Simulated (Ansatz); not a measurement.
Is this Be structure stable?

The cell was reached from a generator's guess, though it ends in a space group that the Crystallography Open Database lists for this formula.

These are results of DFT PBE, scalar-relativistic, plane waves, PAW (Ansatz), not measurements. Plane waves to 420 eV, a 30×30×16 mesh through Γ for the 2-atom cell and 0.10 eV Gaussian smearing; no spin polarisation.

```
CELL_PARAMETERS angstrom
2.26469 0.00000 0.00000
-1.13235 1.96128 0.00000
0.00000 0.00000 3.56191
ATOMIC_POSITIONS crystal
Be 0.66667 0.33333 0.75000
Be 0.33333 0.66667 0.25000
```

Energies count from the standard state of Be at the same level.

**Question.** These tests were run: random kick, then relaxation without symmetry; phonons at Γ. What do they show?

**Answer.**

| test | result |
| --- | --- |
| random kick, then relaxation without symmetry | returns |
| phonons at Γ | lowest optical mode 467 cm⁻¹ |

It fails none of these tests. Other phases of the system weren't compared here, so this isn't yet thermodynamic stability. Phonons away from Γ weren't computed.

For metals, differences of a few meV/atom aren't resolved. The kick test ran on a coarse mesh. The run for the phonons used a 30×30×16 k mesh and Fermi–Dirac smearing of 0.15 eV.
